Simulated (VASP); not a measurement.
Input of a VASP 6.6.1 run:

File INCAR:

```
SYSTEM = GaP
ALGO = Normal
BPARAM = 11.95
CPARAM = 0.0093
EDIFF = 1E-7
EDIFFG = -0.002
ENCUT = 520
IBRION = 2
ISIF = 3
ISMEAR = 0
IVDW_NL = 2
LASPH = .TRUE.
LCHARG = .FALSE.
LMIXTAU = .TRUE.
LREAL = .FALSE.
LUSE_VDW = .TRUE.
LWAVE = .FALSE.
METAGGA = R2SCAN
NELM = 80
NSW = 80
PREC = Accurate
SIGMA = 0.02
```

Contents of KPOINTS:

```
k-points
0
G
  10 10 10
  0 0 0
```

File POSCAR:

```
GaP                                     
1.0
    0.0000000000      2.7174841948      2.7174841948
    2.7174841948      0.0000000000      2.7174841948
    2.7174841948      2.7174841948     -0.0000000000
  Ga              P             
     1     1
Direct
     0.0000000000000000    0.0000000000000000    0.0000000000000000
     0.2500000000000000    0.2500000000000000    0.2500000000000000
```

Potentials or basis: VASP PAW PBE potentials, release 64 (Ga_d, P).

Launch:

```bash
$ cat potpaw_PBE.64/Ga_d/POTCAR potpaw_PBE.64/P/POTCAR > POTCAR
$ mpirun -np 1 vasp_std > vasp.out
```

(1) Estimate the band gap on the k mesh.

Answers

(1) 1.80 eV, indirect (least direct gap 2.40 eV).

Caveat: the relaxation stopped at its first step, so nothing moved.
